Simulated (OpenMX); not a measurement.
The system is WC (Qusongite).

```xyz
2
Lattice="2.9065 0.0000 0.0000 -1.4532 2.5171 0.0000 0.0000 0.0000 2.8366" Properties=species:S:1:pos:R:3 pbc="T T T"
W     0.0000    0.0000    0.0000
C     1.4533    0.8390    1.4183
```

Base run:

* Program: OpenMX 3.8.5
* Functional: PBE
* Potentials or basis: OpenMX 2013 PBE set, W7.0-s3p2d2, C6.0-s2p2, grid cutoff 400 Ry
* k mesh: 11 × 11 × 9
* Occupations: fermi-dirac, width 0.05 eV
* Spin: no spin polarisation

Its results: pressure 11.5 GPa; largest force 0.041 eV/Å.

**Question.** The run is repeated on the same cell with these changes: potentials or basis from OpenMX 2013 PBE set, W7.0-s3p2d2, C6.0-s2p2, grid cutoff 400 Ry to OpenMX 2013 PBE set, W7.0-s3p2d2f1, C6.0-s2p2d1, grid cutoff 400 Ry. What comes out?

**Answer.** Pressure 5.9 GPa; largest force 0.040 eV/Å.

Caveats: the basis of atomic orbitals isn't converged, which shifts pressures, moduli and gaps.

Not every run made on this cell is shown here.
